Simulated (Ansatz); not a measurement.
**Is this Li3F2 stable against decomposition?**

Method: DFT PBE, scalar-relativistic, plane waves, PAW in Ansatz. All cells share a 420 eV cutoff and Γ-centred k meshes spaced at most about 0.3 Å⁻¹ (about 0.25 or finer for metals, 2π included). No spin polarisation.

Energies over the elements count from the elements' standard structures at the same level (F₂ as a molecule), with no fitted energy shifts.

These are static total energies at zero pressure. In Li3F2 I4/mmm an odd number of electrons in the primitive cell allows no gap without spin; a larger cell or a magnetic state could open one.

The competitors are the elements and 1 reference phase of this chemical system (from databases or known types: LiF), relaxed at the same level; other known phases may be missing.

The candidate was reached from: 4-connected net, two elements spread over the vertices, changed on relaxing.

```yaml
crystal:
  lattice:
    - [-1.43694, 1.43694, 6.76951]
    - [1.43694, -1.43694, 6.76951]
    - [1.43694, 1.43694, -6.76951]
  atoms:
    - { symbol: Li, position: [0.00000, 0.00000, 0.00000] }
    - { symbol: Li, position: [0.32308, 0.32308, 0.00000] }
    - { symbol: Li, position: [0.67692, 0.67692, 0.00000] }
    - { symbol: F, position: [0.82622, 0.82622, 0.00000] }
    - { symbol: F, position: [0.17378, 0.17378, 0.00000] }
```

Q: Into what would it decompose?

A: Its formation energy is -2.215 eV/atom. The lowest competing mixture at this composition is this:

```tsv
phase	space group	source	share of atoms	ΔE_f (eV/atom)
Li	-	element	0.2000	-0.0036
LiF	P6_3mc (No. 186)	Materials Project	0.8000	-2.953
```

The lowest database cell of Li (-0.0036) lies slightly below the reference, hence the non-zero entry.

The mixture lies at -2.363 eV/atom, and the candidate lies 148 meV/atom above it (147 meV/atom from unrounded values). The candidate matches no cell in the subsets of the Crystallography Open Database and the Materials Project at hand. It is metastable at best. Whether it is a true minimum wasn't tested by phonons.
